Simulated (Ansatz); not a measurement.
# H in Ansatz: convergence with n extra bands

The system is H.

```
CELL_PARAMETERS angstrom
-1.69153 1.69153 2.05847
1.69153 -1.69153 2.05847
1.69153 1.69153 -2.05847
ATOMIC_POSITIONS crystal
H 0.09618 0.09495 0.02246
H 0.91709 0.89091 0.01007
```

The cell isn't the ideal one: atoms moved at random, drawn with an rms of 0.1 Å.

```yaml
Program: Ansatz 0.2.0
Task: convergence study
Functional: PBEsol
Potentials_or_basis: all-electron LAPW, scalar-relativistic
Cutoff: 676 eV (chosen from the basis error)
Basis_error_allowed: 0.001 eV/atom
k_mesh: 7 × 7 × 7
Occupations: fermi-dirac, width 0.05 eV
Spin: no spin polarisation
```

These are the settings of the first run; the series varies n extra bands, with any setting tied to it.

Hardware: 1 thread of Intel(R) Xeon(R) Processor @ 2.50GHz (Skylake/Cascade Lake) (shared host).

| n extra bands | energy less the tightest run, at zero smearing (meV/atom) | SCF cycles | CPU time (s) | peak memory (GiB) |
| --- | --- | --- | --- | --- |
| 1 | 0.00 | 5 | 18 | 0.43 |
| 2 | 0.00 | 5 | 19 | 0.44 |
| 4 | 0.00 | 5 | 22 | 0.45 |
| 8 | 0.00 | 5 | 26 | 0.45 |
| 16 | 0.00 | 5 | 36 | 0.49 |
| 32 | 0.00 | 5 | 57 | 0.56 |

Against the tightest run, the energy stays within 1 meV/atom from 1 on. The tightest run that finished is the yardstick and may itself not be fully converged.
